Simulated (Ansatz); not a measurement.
Computed with DFT PBE, scalar-relativistic, plane waves, PAW in Ansatz 0.2.0. Settings: cutoff 420 eV, Γ-centred meshes spaced at most about 0.3 Å⁻¹, and about 0.25 Å⁻¹ or finer for metals (2π included), Gaussian smearing. No spin polarisation.

These are static total energies at zero pressure.

Compare these two cells of Al2Au, each relaxed at this level.

A.

Space group Fm-3m (No. 225). a = 6.062 Å, b = 6.062 Å, c = 6.062 Å, α = 90.00°, β = 90.00°, γ = 90.00°
```
atom  site  symmetry       x       y       z
  Al    8c      -43m  0.2500  0.7500  0.7500
  Au    4a      m-3m  0.0000  0.0000  0.0000
```

B.

Space group Fd-3m:1 (No. 227). a = 11.100 Å, b = 11.100 Å, c = 11.100 Å, α = 90.00°, β = 90.00°, γ = 90.00°
| atom | site | symmetry | x | y | z |
| --- | --- | --- | --- | --- | --- |
| Al | 16c | .-3m | 0.1250 | 0.1250 | 0.1250 |
| Au | 8a | -43m | 0.5000 | 0.0000 | 0.5000 |

Question: Which would you expect to be lower, and how large is the difference?

Answer: A is lower, by 0.98 eV/atom. A has the fluorite type, space group Fm-3m (No. 225), 18.6 Å³/atom and no gap on its mesh; B has the beta-cristobalite type, space group Fd-3m (No. 227), 57.0 Å³/atom and no gap. Counting all near atoms (those within 1.25 times the shortest distance at each site; a plus sign parts nearer from farther groups), A has Al 4+6, Au 8 and B has Al 2, Au 4. The denser one is the lower, and pressure would at first widen the difference. In A, Al is surrounded by 4 Au at 2.62 Å and 6 Al at 3.03 Å; around Au lie 8 Al at 2.62 Å. In B, around Al lie 2 Au at 2.40 Å; around Au lie 4 Al at 2.40 Å. Origin: A, reached from a cell as deposited in COD, among other starts; B, invented.

Spin–orbit coupling, which can matter for Au, is left out. Cells relaxed within their symmetry can be saddle points.
